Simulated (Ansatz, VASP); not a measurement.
# Two plane-wave programs on SnTe

Contents of INCAR:

```
ALGO = Normal
EDIFF = 1E-6
ENCUT = 520
GGA = PE
ISIF = 2
ISMEAR = -1
LASPH = T
LCHARG = F
LREAL = F
LWAVE = F
NBANDS = 17
NELM = 60
PREC = Accurate
SIGMA = 0.02
```

The input KPOINTS:

```
k-points
0
Gamma
  6 6 6
```

POSCAR

```
SnTe
1.0
    0.0000000000      3.2700877446      3.2700877446
    3.2700877446      0.0000000000      3.2700877446
    3.2700877446      3.2700877446      0.0000000000
Sn Te
1 1
Direct
    0.0000000000      0.0000000000      0.0000000000
    0.5000000000      0.5000000000      0.5000000000
```

Input for Ansatz:

```yaml
crystal:
  lattice:
    - [0.0, 3.2700877446, 3.2700877446]
    - [3.2700877446, 0.0, 3.2700877446]
    - [3.2700877446, 3.2700877446, 0.0]
  atoms:
    - { symbol: Sn, position: [0.0, 0.0, 0.0] }
    - { symbol: Te, position: [0.5, 0.5, 0.5] }
kpoints:
  mp_grid: { grid: [6, 6, 6] }
hamiltonian:
  xc: pbe
scf:
  occupations: { method: fermi_dirac, width: 0.02 }
  n_extra_bands: 4
output:
  forces: true
  stress: true
  eigenvalues: true
```

Alike in both runs: task single point; functional PBE; k mesh 6 × 6 × 6; occupations fermi-dirac, width 0.02 eV; no spin polarisation.

|  | VASP | Ansatz |
| --- | --- | --- |
| version | VASP 6.6.1 | Ansatz 0.2.0 |
| potentials or method | VASP PAW PBE potentials, release 64 (Sn_d, Te) | plane waves, PAW |
| plane-wave cutoff (eV) | 520 | 420 |
| valence electrons in the cell | 20 | 30 |

VASP gave:

| Property | Result |
| --- | --- |
| pressure (GPa) | -2.2 |

Which values does Ansatz return?

Pressure (GPa): -2.1.

The two sets of potentials don't hold the same shells in valence.

Caveats: spin-orbit coupling is left out, which moves the levels of the heavy elements.
